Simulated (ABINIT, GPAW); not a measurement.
Given: the input of a run of ABINIT 10.8.3 (patched build) on Ta. This isn't the form of Ta at room conditions, which is bcc.

Contents of run.abi:

```
# Pseudopotentials
pp_dirpath "./"
pseudos "Ta.upf"

# Structure
acell 3*1.0 Angstrom
rprim
     0.0000000000     2.1100000000     2.1100000000
     2.1100000000     0.0000000000     2.1100000000
     2.1100000000     2.1100000000     0.0000000000
ntypat 1
znucl 73
natom 1
typat 1
xred
     0.0000000000     0.0000000000     0.0000000000

# Plane-wave basis
ecut 29.0

# k points
kptopt 1
ngkpt 11 11 11
nshiftk 1
shiftk 0.0 0.0 0.0

# Exchange and correlation
ixc -116133

# Bands and occupations
nband 11
occopt 3
tsmear 0.00183747

# SCF cycle
nstep 100
tolvrs 1.0e-10

# Output
iomode 3
prtwf 0
prtden 0
prteig 0
prtebands 0
```

Potentials or basis: PseudoDojo NC SR PBEsol v0.4.1 standard.

Command:

```sh
$ abinit run.abi > log 2>&1
```

Task: Translate it to GPAW 26.7.0 (ASE script). Potentials or basis there: PAW data sets generated for this functional, cutoff 600 eV.

Result: As run (cutoffs and basis follow the program's own potentials, and thresholds, step limits or extra output files can differ):

run.py

```python
from ase import Atoms
from ase.dft.bandgap import bandgap
from ase.io import write
from ase.units import Bohr, GPa
from gpaw import GPAW, PW, setup_paths
from gpaw.elf import elf_from_dft_calculation

setup_paths.insert(0, '.')

atoms = Atoms(['Ta'],
              cell=[[0.0, 2.11, 2.11],
                    [2.11, 0.0, 2.11],
                    [2.11, 2.11, 0.0]],
              scaled_positions=[[0.0, 0.0, 0.0]],
              pbc=True)

calc = GPAW(mode=PW(600),
            xc='PBEsol',
            kpts={'size': (11, 11, 11), 'gamma': True},
            occupations={'name': 'fermi-dirac', 'width': 0.05},
            nbands=15,
            convergence={'density': 1e-05, 'energy': 1e-05},
            maxiter=150,
            txt='gpaw.txt')
atoms.calc = calc
energy = atoms.get_potential_energy()
forces = atoms.get_forces()
stress = atoms.get_stress()
calc.write('gs.gpw')
write('result.traj', atoms)
print(f'Energy: {energy:.6f} eV')
print('Forces (eV/A):')
print(forces.round(4))
print('Stress (GPa):', (stress / GPa).round(3))
print('Fermi level:', round(calc.get_fermi_level(), 4), 'eV')
print(f'Gap: {bandgap(calc)[0]:.4f} eV, direct: {bandgap(calc, direct=True)[0]:.4f} eV')

# fields on the real-space grid
write('density.cube', atoms, data=calc.get_pseudo_density() * Bohr**3)
write('potential.cube', atoms, data=calc.get_electrostatic_potential())
write('elf.cube', atoms, data=elf_from_dft_calculation(calc).data)
```

Potentials or basis: PAW data sets generated in the run's folder for this functional, pw.

Launch:

```sh
$ gpaw-setup -f PBEsol Ta
$ OMP_NUM_THREADS=1 python run.py
```

Both were run:

|  | ABINIT | GPAW |
| --- | --- | --- |
| Pressure | -5.5 GPa | -5.4 GPa |

Pressure is positive in compression.
